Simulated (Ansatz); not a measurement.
ZrO2: strain energy, fitted

ZrO2, P4_2/nmc, a = 3.621 Å, c = 5.282 Å. This isn't the usual stable structure of the compound. Ansatz: PBE, PAW, 420 eV, Γ-centred 6×6×4 mesh on 6 atoms, Gaussian smearing 0.02 eV; no spin polarisation. Series: biaxial strain in the a-b plane, c and atoms relaxed; x is the strain in per cent. y is the free energy over the unstrained cell, V0 = 11.544 Å³/atom.

| x (%) | y (meV/atom) |
| --- | --- |
| -4.5 | ? |
| -3.0 | 35.82 |
| -1.5 | 8.76 |
| 0.0 | 0.00 |
| 1.5 | 8.33 |
| 3.0 | 32.27 |
| 4.5 | 70.68 |

Task: Fit y = c2 x² + c3 x³ to the other rows, turn c2 into a modulus, and predict the missing energy.

Result: Least squares on the rows shown. y = 3.7843 x² − 0.065376 x³. In eV per unit strain² c2 is 37.84; M is the biaxial modulus (E = M V0 ε²): 37.84 × 160.2 / (11.544) = 525 GPa. At x = -4.5 the fit asked for gives 82.59 meV/atom. The run gave 82.35 meV/atom, so the fit is 0.24 meV/atom too high, 0.29 % of the span of the series, against an rms of 0.02 meV/atom on the fitted rows. The row lies outside the fitted range. With a term in x⁴ added, a fit to the same known rows predicts 82.60 meV/atom, no real gain.